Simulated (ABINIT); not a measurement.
# SiC (P6_3mc): one start, several treatments of the self-energy, part 2 of 2

Aim: compare treatments of exchange, screening and correlation for the gap of SiC (P6_3mc).

ABINIT 10.8.3; PBE and many-body steps on it, plane waves. Known limits of the many-body steps: not at the basis limit.

So far. Step 5 (G0W0, Hybertsen-Louie plasmon pole): Against G0W0 in ABINIT (6×6×4 mesh, 180 bands, screening to 228.6 eV, Godby-Needs plasmon pole), the gap moves by +0.133 eV. Step 6 (G0W0, von der Linden-Horsch plasmon pole): Against G0W0 in ABINIT (6×6×4 mesh, 180 bands, screening to 228.6 eV, Godby-Needs plasmon pole), the gap moves by −0.039 eV.

## Step 7: G0W0, Engel-Farid plasmon pole

Level of this step: G0W0 on PBE, plane waves, norm-conserving pseudopotentials (ABINIT).

run.abi reads:

```
acell 3*1.0 Angstrom
rprim 
  3.073513928196 0.000000000001 0.000000000000
  -1.536756964099 2.661741140703 0.000000000000
  0.000000000000 0.000000000000 5.045247710000
ntypat 2
znucl 14 6
natom 4
typat 1 1 2 2
xred 
  0.333333333333 0.666666666667 0.499602400000
  0.666666666667 0.333333333333 0.999602400000
  0.333333333333 0.666666666667 0.875397600000
  0.666666666667 0.333333333333 0.375397600000
pp_dirpath "pseudos"
pseudos "Si.upf, C.upf"
ecut 37
ngkpt 6 6 4
nshiftk 1
shiftk 0 0 0
kptopt 1
chksymbreak 0
istwfk *1
occopt 1
irdwfk 1
optdriver 4
nband 180
gwcalctyp 0
ecutsigx 37
symsigma 1
nkptgw 3
kptgw 
  0.0000000000 0.0000000000 0.0000000000
  0.3333333333 0.3333333333 0.0000000000
  0.5000000000 0.0000000000 0.0000000000
bdgw 
  7 10
  6 10
  7 10
ecuteps 8.4
irdscr 1
ppmodel 4
indata_prefix "in"
outdata_prefix "out"
tmpdata_prefix "tmp"
```

The run is started by

```console
> OMP_NUM_THREADS=1 mpirun -n 8 abinit run.abi > log
```

Log:

```text
.Version 10.8.3 of ABINIT. v10.8.2 released Aug 2026.

 Symmetries : space group P6_3 m c (#186); Bravais hP (primitive hexag.)
[... echo of the input left out ...]
== DATASET  1 ==================================================================
-   mpi_nproc: 8, omp_nthreads: 1 (-1 if OMP is not activated)

--- !DatasetInfo
iteration_state: {dtset: 1, }
dimensions: {natom: 4, nkpt: 21, mband: 180, nsppol: 1, nspinor: 1, nspden: 1, mpw: 3015, }
cutoff_energies: {ecut:  37.0, pawecutdg:  -1.0, }
[...]
Band     E0 <VxcDFT>   SigX SigC(E0)      Z dSigC/dE  Sig(E)    E-E0       E
[...]
9   9.798 -10.579  -6.048  -4.493   0.832  -0.202 -10.547   0.032   9.830
       10  11.240 -11.760  -6.959  -4.603   0.822  -0.217 -11.597   0.162  11.402

== END DATASET(S) ==============================================================
================================================================================

 -outvars: echo values of variables after computation  --------
           etotal      0.0000000000E+00
            nband         180
             nkpt          21
          spgroup         186
 [... the other variables as echoed above ...]

 Calculation completed.
```

It took 29 s on 8 MPI ranks of Arm Neoverse N1, shared host; peak memory 2.7 GiB.

Numbers from this step:

```yaml
g0w0_gap_on_the_points_computed: 3.117 eV
starting_gap_on_the_mesh: 2.275 eV
k_of_the_valence_top: 0, 0, 0
k_of_the_conduction_bottom: 0.3333, 0.3333, 0
least_direct_g0w0_gap_on_the_computed_points: 5.023 eV
```

Against G0W0 in ABINIT (6×6×4 mesh, 180 bands, screening to 228.6 eV, Godby-Needs plasmon pole), the gap moves by +0.136 eV.

## Step 8: One-shot Hartree-Fock

This step: one-shot Hartree-Fock on PBE, plane waves, norm-conserving pseudopotentials.

Changes to run.abi since step 7:

```diff
@@ -26,4 +26,4 @@
 optdriver 4
-nband 180
-gwcalctyp 0
+nband 12
+gwcalctyp 5
 ecutsigx 37
@@ -39,5 +39,4 @@
   7 10
-ecuteps 8.4
-irdscr 1
-ppmodel 4
+ixc_sigma 40
+fftgw 31
 indata_prefix "in"
```

The run is started by

```console
> OMP_NUM_THREADS=1 mpirun -n 6 abinit run.abi > log
```

Log:

```text
.Version 10.8.3 of ABINIT. v10.8.2 released Aug 2026.

 Symmetries : space group P6_3 m c (#186); Bravais hP (primitive hexag.)
[... echo of the input left out ...]
== DATASET  1 ==================================================================
-   mpi_nproc: 6, omp_nthreads: 1 (-1 if OMP is not activated)

--- !DatasetInfo
iteration_state: {dtset: 1, }
dimensions: {natom: 4, nkpt: 21, mband: 12, nsppol: 1, nspinor: 1, nspden: 1, mpw: 3015, }
cutoff_energies: {ecut:  37.0, pawecutdg:  -1.0, }
[...]
Band     E0 <VxcDFT>   SigX SigC(E0)      Z dSigC/dE  Sig(E)    E-E0       E
[...]
9   9.798 -10.579  -6.048   0.000   1.000   0.000  -6.048   4.531  14.329
       10  11.240 -11.760  -6.959   0.000   1.000   0.000  -6.959   4.801  16.040

== END DATASET(S) ==============================================================
================================================================================

 -outvars: echo values of variables after computation  --------
           etotal      0.0000000000E+00
            nband          12
             nkpt          21
          spgroup         186
 [... the other variables as echoed above ...]

 Calculation completed.
```

Wall time 4.1 s (6 MPI ranks); peak memory 0.62 GiB; 24 s of CPU time.

This step gave:

```yaml
quasiparticle_gap_on_the_points_computed: 9.127 eV
starting_gap_on_the_mesh: 2.275 eV
k_of_the_valence_top: 0, 0, 0
k_of_the_conduction_bottom: 0.3333, 0.3333, 0
least_direct_quasiparticle_gap_on_the_computed_points: 11.60 eV
```

Against G0W0 in ABINIT (6×6×4 mesh, 180 bands, screening to 228.6 eV, Godby-Needs plasmon pole), the gap moves by +6.146 eV.

## Step 9: Screening, 6×6×4 mesh, 180 bands, screening to 228.6 eV

This step: RPA screening on PBE, plane waves, norm-conserving pseudopotentials.

Changes to run.abi since step 8:

```diff
@@ -25,18 +25,14 @@
 irdwfk 1
-optdriver 4
-nband 12
-gwcalctyp 5
-ecutsigx 37
-symsigma 1
-nkptgw 3
-kptgw 
-  0.0000000000 0.0000000000 0.0000000000
-  0.3333333333 0.3333333333 0.0000000000
-  0.5000000000 0.0000000000 0.0000000000
-bdgw 
-  7 10
-  6 10
-  7 10
-ixc_sigma 40
-fftgw 31
+optdriver 3
+nband 180
+ecuteps 8.4
+inclvkb 2
+awtr 1
+symchi 1
+gwcalctyp 2
+nfreqre 16
+freqremax 40 eV
+nfreqim 8
+spmeth 1
+nomegasf 120
 indata_prefix "in"
```

The run is started by

```console
> OMP_NUM_THREADS=1 mpirun -n 8 abinit run.abi > log
```

Log:

```text
.Version 10.8.3 of ABINIT. v10.8.2 released Aug 2026.

 Symmetries : space group P6_3 m c (#186); Bravais hP (primitive hexag.)
[... echo of the input left out ...]
== DATASET  1 ==================================================================
-   mpi_nproc: 8, omp_nthreads: 1 (-1 if OMP is not activated)

--- !DatasetInfo
iteration_state: {dtset: 1, }
dimensions: {natom: 4, nkpt: 21, mband: 180, nsppol: 1, nspinor: 1, nspden: 1, mpw: 3015, }
cutoff_energies: {ecut:  37.0, pawecutdg:  -1.0, }
electrons: {nelect:   1.60000000E+01, charge:   0.00000000E+00, occopt:   1.00000000E+00, tsmear:   1.00000000E-02, }

 SCREENING: Calculation of the susceptibility and dielectric matrices

 Based on a program developped by R.W. Godby, V. Olevano, G. Onida, and L. Reining.
 Incorporated in ABINIT by V. Olevano, G.-M. Rignanese, and M. Torrent.
.Using double precision arithmetic ; gwpc =  8

[... cell and pseudopotentials left out ...]
--------------------------------------------------------------------------------

 ==== K-mesh for the wavefunctions ====
 Number of points in the irreducible wedge :    21
[... list of points left out ...]
 Together with 12 symmetry operations and time-reversal symmetry
 yields   144 points in the full Brillouin Zone.

 ==== Q-mesh for the screening function ====
 Number of points in the irreducible wedge :    21
[... list of points left out ...]
 Together with 12 symmetry operations and time-reversal symmetry
 yields   144 points in the full Brillouin Zone.

 setmesh: FFT mesh size selected  =    24x   24x   40
          total number of points  =        23040

 vcoul_init : cutoff-mode = AUXILIARY_FUNCTION
 q-points for optical limit:   1
     1)      0.000010    0.000020    0.000030

- screening: taking advantage of time-reversal symmetry
- Maximum band index for partially occupied states nbvw = 8
- Remaining bands to be divided among processors   nbcw = 172
- Number of bands treated by each node ~21

 Number of electrons calculated from density =   16.0000; Expected =   16.0000
 average of density, n =  0.057443
 r_s =    1.6078
 omega_plasma =   23.1193 [eV]

 calculating chi0 at frequencies [eV] :
  1    0.000000E+00    0.000000E+00
  2    2.666667E+00    0.000000E+00
  3    5.333333E+00    0.000000E+00
[...]
23    0.000000E+00    5.888095E+01
 24    0.000000E+00    8.290502E+01

--------------------------------------------------------------------------------
  q-point number  1        q = ( 0.000000, 0.000000, 0.000000) [r.l.u.]
--------------------------------------------------------------------------------
[... chi0 elements left out ...]
  [... further frequencies ...]

 No. of calculated frequencies >  15, stop printing
 For q-point:  0.000010 0.000020 0.000030
  dielectric constant =   6.9212
  dielectric constant without local fields =   7.5852

  Average fulfillment of the sum rule on Im[epsilon] for q-point    1 :     91.91  [%]
[... wings left out ...]
  q-point number  2        q = ( 0.166667, 0.000000, 0.000000) [r.l.u.]
--------------------------------------------------------------------------------
[... chi0 elements left out ...]
  [... further frequencies ...]

 No. of calculated frequencies >  15, stop printing
  Average fulfillment of the sum rule on Im[epsilon] for q-point    2 :     95.04  [%]

 [... 19 further q-points ...]
```

The job ended after 9.9 min (8 MPI ranks; peak memory 3.4 GiB).

Numbers from this step:

| Quantity | Value |
| --- | --- |
| ε∞ with local fields, on this mesh, along the program's q direction | 6.921 |
| the same without local fields | 7.585 |
| plasma frequency | 23.12 eV |
| plane waves in the screening matrix | 313 |

## Step 10: G0W0, contour deformation

This step: G0W0 on PBE, plane waves, norm-conserving pseudopotentials.

Changes to run.abi since step 9:

```diff
@@ -25,14 +25,19 @@
 irdwfk 1
-optdriver 3
+optdriver 4
 nband 180
+gwcalctyp 2
+ecutsigx 37
+symsigma 1
+nkptgw 3
+kptgw 
+  0.0000000000 0.0000000000 0.0000000000
+  0.3333333333 0.3333333333 0.0000000000
+  0.5000000000 0.0000000000 0.0000000000
+bdgw 
+  7 10
+  6 10
+  7 10
 ecuteps 8.4
-inclvkb 2
-awtr 1
-symchi 1
-gwcalctyp 2
-nfreqre 16
-freqremax 40 eV
-nfreqim 8
-spmeth 1
-nomegasf 120
+irdscr 1
+gwmem 01
 indata_prefix "in"
```

Log:

```text
.Version 10.8.3 of ABINIT. v10.8.2 released Aug 2026.

 Symmetries : space group P6_3 m c (#186); Bravais hP (primitive hexag.)
[... echo of the input left out ...]
== DATASET  1 ==================================================================
-   mpi_nproc: 8, omp_nthreads: 1 (-1 if OMP is not activated)

--- !DatasetInfo
iteration_state: {dtset: 1, }
dimensions: {natom: 4, nkpt: 21, mband: 180, nsppol: 1, nspinor: 1, nspden: 1, mpw: 3015, }
cutoff_energies: {ecut:  37.0, pawecutdg:  -1.0, }
[...]
Band     E0 <VxcDFT>   SigX SigC(E0)      Z dSigC/dE  Sig(E)    E-E0       E
[...]
10  11.240 -11.760  -6.959  -4.373   0.802  -0.247 -11.417   0.343  11.583
       10   0.000   0.000   0.000  -0.000   0.000   0.000  -0.000  -0.000  -0.000

== END DATASET(S) ==============================================================
================================================================================

 -outvars: echo values of variables after computation  --------
           etotal      0.0000000000E+00
            nband         180
             nkpt          21
          spgroup         186
 [... the other variables as echoed above ...]

 Calculation completed.
```

Wall time 58 s (8 MPI ranks); peak memory 2.4 GiB; 7.7 min of CPU time.

Numbers from this step:

| Quantity | Value |
| --- | --- |
| G0W0 gap on the points computed | 3.045 eV |
| starting gap on the mesh | 2.275 eV |
| k of the valence top | 0, 0, 0 |
| k of the conduction bottom | 0.3333, 0.3333, 0 |
| least direct G0W0 gap on the computed points | 4.949 eV |

Against G0W0 in ABINIT (6×6×4 mesh, 180 bands, screening to 228.6 eV, Godby-Needs plasmon pole), the gap moves by +0.064 eV.

## Step 11: Screening, 6×6×4 mesh, 180 bands, screening to 228.6 eV

This step: RPA screening on PBE, plane waves, norm-conserving pseudopotentials.

Changes to run.abi since step 10:

```diff
@@ -25,19 +25,11 @@
 irdwfk 1
-optdriver 4
+optdriver 3
 nband 180
-gwcalctyp 2
-ecutsigx 37
-symsigma 1
-nkptgw 3
-kptgw 
-  0.0000000000 0.0000000000 0.0000000000
-  0.3333333333 0.3333333333 0.0000000000
-  0.5000000000 0.0000000000 0.0000000000
-bdgw 
-  7 10
-  6 10
-  7 10
 ecuteps 8.4
-irdscr 1
-gwmem 01
+inclvkb 2
+awtr 1
+symchi 1
+gwcalctyp 1
+nfreqre 0
+nfreqim 16
 indata_prefix "in"
```

Log:

```text
.Version 10.8.3 of ABINIT. v10.8.2 released Aug 2026.

 Symmetries : space group P6_3 m c (#186); Bravais hP (primitive hexag.)
[... echo of the input left out ...]
== DATASET  1 ==================================================================
-   mpi_nproc: 8, omp_nthreads: 1 (-1 if OMP is not activated)

--- !DatasetInfo
iteration_state: {dtset: 1, }
dimensions: {natom: 4, nkpt: 21, mband: 180, nsppol: 1, nspinor: 1, nspden: 1, mpw: 3015, }
cutoff_energies: {ecut:  37.0, pawecutdg:  -1.0, }
[...]
No. of calculated frequencies >  15, stop printing
 For q-point:  0.000010 0.000020 0.000030
  dielectric constant =   6.8547
  dielectric constant without local fields =   7.5085

  Average fulfillment of the sum rule on Im[epsilon] for q-point    1 :     91.91  [%]
[... wings left out ...]
  q-point number  2        q = ( 0.166667, 0.000000, 0.000000) [r.l.u.]
--------------------------------------------------------------------------------
[... chi0 elements left out ...]
  [... further frequencies ...]

 No. of calculated frequencies >  15, stop printing
  Average fulfillment of the sum rule on Im[epsilon] for q-point    2 :     95.04  [%]

 [... 19 further q-points ...]
```

Wall time 23 min (8 MPI ranks); peak memory 3 GiB; 3 h of CPU time.

This step gave:

```yaml
eps_infinity_with_local_fields_on_this_mesh_along_the_program_s_q_direction: 6.855
the_same_without_local_fields: 7.508
plasma_frequency: 23.12 eV
plane_waves_in_the_screening_matrix: 313
```

## Step 12: G0W0, analytic continuation

This step: G0W0 on PBE, plane waves, norm-conserving pseudopotentials.

Changes to run.abi since step 11:

```diff
@@ -25,11 +25,21 @@
 irdwfk 1
-optdriver 3
+optdriver 4
 nband 180
+gwcalctyp 1
+ecutsigx 37
+symsigma 1
+nkptgw 3
+kptgw 
+  0.0000000000 0.0000000000 0.0000000000
+  0.3333333333 0.3333333333 0.0000000000
+  0.5000000000 0.0000000000 0.0000000000
+bdgw 
+  7 10
+  6 10
+  7 10
 ecuteps 8.4
-inclvkb 2
-awtr 1
-symchi 1
-gwcalctyp 1
-nfreqre 0
-nfreqim 16
+irdscr 1
+nomegasi 12
+omegasimax 25 eV
+gwmem 01
 indata_prefix "in"
```

Log:

```text
.Version 10.8.3 of ABINIT. v10.8.2 released Aug 2026.

 Symmetries : space group P6_3 m c (#186); Bravais hP (primitive hexag.)
[... echo of the input left out ...]
== DATASET  1 ==================================================================
-   mpi_nproc: 8, omp_nthreads: 1 (-1 if OMP is not activated)

--- !DatasetInfo
iteration_state: {dtset: 1, }
dimensions: {natom: 4, nkpt: 21, mband: 180, nsppol: 1, nspinor: 1, nspden: 1, mpw: 3015, }
cutoff_energies: {ecut:  37.0, pawecutdg:  -1.0, }
[...]
Band     E0 <VxcDFT>   SigX SigC(E0)      Z dSigC/dE  Sig(E)    E-E0       E
[...]
10   3.090 -11.760  -6.959  -4.430   0.803  -0.245 -11.463   0.297   3.387
       10   0.000   0.000   0.000  -0.026  -0.015  -0.023  -0.026  -0.026  -0.026

== END DATASET(S) ==============================================================
================================================================================

 -outvars: echo values of variables after computation  --------
           etotal      0.0000000000E+00
            nband         180
             nkpt          21
          spgroup         186
 [... the other variables as echoed above ...]

 Calculation completed.
```

It took 69 s on 8 MPI ranks; peak memory 3 GiB; 9.2 min of CPU time.

Numbers from this step:

- G0W0 gap on the points computed: 3.058 eV
- starting gap on the mesh: 2.275 eV
- k of the valence top: 0, 0, 0
- k of the conduction bottom: 0.3333, 0.3333, 0
- least direct G0W0 gap on the computed points: 4.992 eV

Against G0W0 in ABINIT (6×6×4 mesh, 180 bands, screening to 228.6 eV, Godby-Needs plasmon pole), the gap moves by +0.077 eV.

## Step 13: The runs together

Times are wall times on the hardware named with each run, good to a factor of about two. A run's time includes the screening step that it read.

| run | mesh | bands | screening cutoff (eV) | DFT gap (eV) | gap on the mesh (eV) | direct (eV) | ε∞ used | time |
| --- | --- | --- | --- | --- | --- | --- | --- | --- |
| G0W0, Godby-Needs plasmon pole | 6×6×4 | 180 | 228.6 | 2.275 | 2.981 | 4.902 | 6.85 | 6.2 min |
| G0W0, Hybertsen-Louie plasmon pole | 6×6×4 | 180 | 228.6 | 2.275 | 3.114 | 5.032 | 6.85 | 6.2 min |
| G0W0, von der Linden-Horsch plasmon pole | 6×6×4 | 180 | 228.6 | 2.275 | 2.942 | 4.894 | 6.85 | 5.4 min |
| G0W0, Engel-Farid plasmon pole | 6×6×4 | 180 | 228.6 | 2.275 | 3.117 | 5.023 | 6.85 | 5.4 min |
| one-shot Hartree-Fock | 6×6×4 | - | - | 2.275 | 9.127 | 11.596 | - | 4.1 s |
| G0W0, contour deformation | 6×6×4 | 180 | 228.6 | 2.275 | 3.045 | 4.949 | 6.92 | 11 min |
| G0W0, analytic continuation | 6×6×4 | 180 | 228.6 | 2.275 | 3.058 | 4.992 | 6.85 | 24 min |

## Step 14: What came out

```
G0W0, Godby-Needs plasmon pole           : 2.981 eV
G0W0, Hybertsen-Louie plasmon pole       : 3.114 eV
G0W0, von der Linden-Horsch plasmon pole : 2.942 eV
G0W0, Engel-Farid plasmon pole           : 3.117 eV
one-shot Hartree-Fock                    : 9.127 eV
G0W0, contour deformation                : 3.045 eV
G0W0, analytic continuation              : 3.058 eV
known limits                             : not at the basis limit
```

In words: G0W0, Hybertsen-Louie plasmon pole: +0.133 eV against G0W0, Godby-Needs plasmon pole. G0W0, von der Linden-Horsch plasmon pole: −0.039 eV against G0W0, Godby-Needs plasmon pole. G0W0, Engel-Farid plasmon pole: +0.136 eV against G0W0, Godby-Needs plasmon pole. One-shot Hartree-Fock: +6.146 eV against G0W0, Godby-Needs plasmon pole. G0W0, contour deformation: +0.064 eV against G0W0, Godby-Needs plasmon pole. G0W0, analytic continuation: +0.077 eV against G0W0, Godby-Needs plasmon pole. Bare exchange alone opens the gap to 9.13 eV; against G0W0, correlation takes back 6.15 eV. Against experiment, by G0W0, Godby-Needs plasmon pole: the gap of 2.98 eV lies −0.35 eV from the measured 3.33 eV (kind not stated, quoted 2020). These are gaps on the mesh, at modest bands and cutoff. The calculation has static nuclei and no excitons; a measured gap holds zero-point and thermal motion, which mostly lowers it. Bands and cutoff are finite, so the gap is not at the basis limit. The miss can reach some tenths of an eV and take either sign; the mesh is an error of its own. In the G0W0 runs levels were corrected at 3 k points alone, so a gap called «on the mesh» is the least over those, and an edge elsewhere would be missed.

[Paths, hosts, dates, memory and timing lines, banners, echoed tables and standing remarks are left out of the program output.]

[Logs are printed without paths, hosts, clocks, repeated set-up lines and the standing remarks that a program may print on its own settings, such as how far it seeks lower states.]

[Runs of the session that timed out or met a known fault of the program may be left out.]

[Hosts, paths, dates, database ids (printed as entryN), source tags and the programs' standing remarks are cut or masked in the printed files.]

[G0W0 gaps are taken among the corrected bands and points alone; a level outside them can change the order at an edge.]

[Where Ansatz stands beside ABINIT at settings called matched, ABINIT's density can come from a denser mesh and the files from another edition; pairs whose starting gaps differed by over 0.03 eV were left out, so agreement reads better than it is.]
